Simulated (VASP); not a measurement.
# As: convergence, electron localisation function

As, Pm-3m (no. 221), 1 atom in the cell. PBEsol, electron localisation function; PAW potentials As (PBE set). VASP 6.6.1.

Wanted: ELF midway between neighbours within 0.01; largest ELF farther than 0.7 Å from a nucleus within 0.02.

ELF midway between neighbours: taken midway between the nearest atoms of each pair of elements, bonded or not: As-As (2.70 Å). Largest ELF farther than 0.7 Å from a nucleus: the largest value farther than 0.7 Å from every nucleus, which can lie in a semicore shell.

POSCAR:
```
As
1.0
    2.7036817444      0.0000000000      0.0000000000
    0.0000000000      2.7036817444      0.0000000000
    0.0000000000      0.0000000000      2.7036817444
As
1
Direct
    0.5000000000      0.5000000000      0.5000000000
```

The series start from Cutoff ENCUT (eV): 500; k mesh: 7 × 7 × 7; PREC: Accurate; SCF threshold EDIFF (eV): 1e-6; LREAL: no. Each series keeps the choices made before it, and each single choice may use up half of a tolerance.

## Cutoff ENCUT (eV)

| Cutoff ENCUT (eV) | ELF midway between neighbours, largest deviation | Largest ELF farther than 0.7 Å from a nucleus | SCF iterations | Time (s) |
|---|---|---|---|---|
| 250 | 0.002 | 0.841 | 9 | 2.2 |
| 300 | 0.001 | 0.835 | 9 | 1.9 |
| 350 | 0.001 | 0.834 | 9 | 2.2 |
| 400 | 0.002 | 0.840 | 9 | 2.1 |
| 500 | 0.000 | 0.839 | 9 | 3.0 |
| 600 | 0.000 | 0.841 | 9 | 2.7 |
| 750 (reference) | 0.000 | 0.841 | 9 | 3.0 |

Chosen: 250, the loosest value from which every tighter one stays within half of the tolerance.

## k mesh

| k mesh | ELF midway between neighbours, largest deviation | Largest ELF farther than 0.7 Å from a nucleus | SCF iterations | Time (s) |
|---|---|---|---|---|
| 3 × 3 × 3 | 0.013 | 0.834 | 9 | 1.8 |
| 4 × 4 × 4 | 0.005 | 0.830 | 9 | 1.8 |
| 6 × 6 × 6 | 0.005 | 0.840 | 9 | 1.7 |
| 7 × 7 × 7 | 0.003 | 0.841 | 9 | 2.2 |
| 9 × 9 × 9 | 0.006 | 0.839 | 9 | 2.1 |
| 11 × 11 × 11 | 0.006 | 0.840 | 9 | 2.1 |
| 14 × 14 × 14 (reference) | 0.000 | 0.840 | 9 | 3.2 |

Chosen: 14 × 14 × 14; the next looser run is off by more than half of the tolerance, so convergence isn't shown beyond this value.

## PREC

| PREC | ELF midway between neighbours, largest deviation | Largest ELF farther than 0.7 Å from a nucleus | SCF iterations | Time (s) |
|---|---|---|---|---|
| Normal | 0.000 | 0.838 | 9 | 2.5 |
| Accurate (reference) | 0.000 | 0.840 | 9 | 3.2 |

Chosen: Normal.

## SCF threshold EDIFF (eV)

| SCF threshold EDIFF (eV) | ELF midway between neighbours, largest deviation | Largest ELF farther than 0.7 Å from a nucleus | SCF iterations | Time (s) |
|---|---|---|---|---|
| 0.001 | 0.000 | 0.838 | 8 | 2.1 |
| 0.0001 | 0.000 | 0.838 | 8 | 2.4 |
| 1e-5 | 0.000 | 0.838 | 9 | 2.7 |
| 1e-6 | 0.000 | 0.838 | 9 | 2.5 |
| 1e-7 (reference) | 0.000 | 0.838 | 10 | 2.8 |

Chosen: 0.001.

## LREAL

| LREAL | ELF midway between neighbours, largest deviation | Largest ELF farther than 0.7 Å from a nucleus | SCF iterations | Time (s) |
|---|---|---|---|---|
| no | 0.000 | 0.838 | 8 | 2.1 |
| Auto | 0.000 | 0.838 | 8 | 2.4 |

Chosen: no; no other choice that stays within half of the tolerance saves 30 % of the time.

## All choices together

| Input | ELF midway between neighbours, largest deviation | Largest ELF farther than 0.7 Å from a nucleus | Time (s) |
|---|---|---|---|
| program defaults, k points 0.5 per Å apart (naive) | 0.016 | 0.832 | 0.9 |
| chosen settings | 0.002 | 0.838 | 2.1 |
| reference settings throughout | 0.000 | 0.840 | 6.5 |

The chosen settings stay within the tolerance of the reference run, but the reference itself isn't shown to be converged in: k mesh.

Values of the reference run: ELF midway between neighbours: 0.6364.

## The input

INCAR:
```
PREC = Normal
ENCUT = 250
EDIFF = 0.001
ISMEAR = 0
SIGMA = 0.05
LASPH = T
LREAL = F
ALGO = Normal
NELM = 120
LWAVE = F
LCHARG = F
NBANDS = 8
GGA = PS
LELF = T
NPAR = 1
```

KPOINTS:
```
Automatic mesh
0
Gamma
  14 14 14
  0 0 0
```

Commands:
```
cat potpaw_PBE.64/As/POTCAR > POTCAR
mpirun -np 2 vasp_std > vasp.out
```

The chosen input took VASP 6.6.1 2.1 s on 2 cores (Intel Xeon Platinum 8488C (Sapphire Rapids)), a shared host.
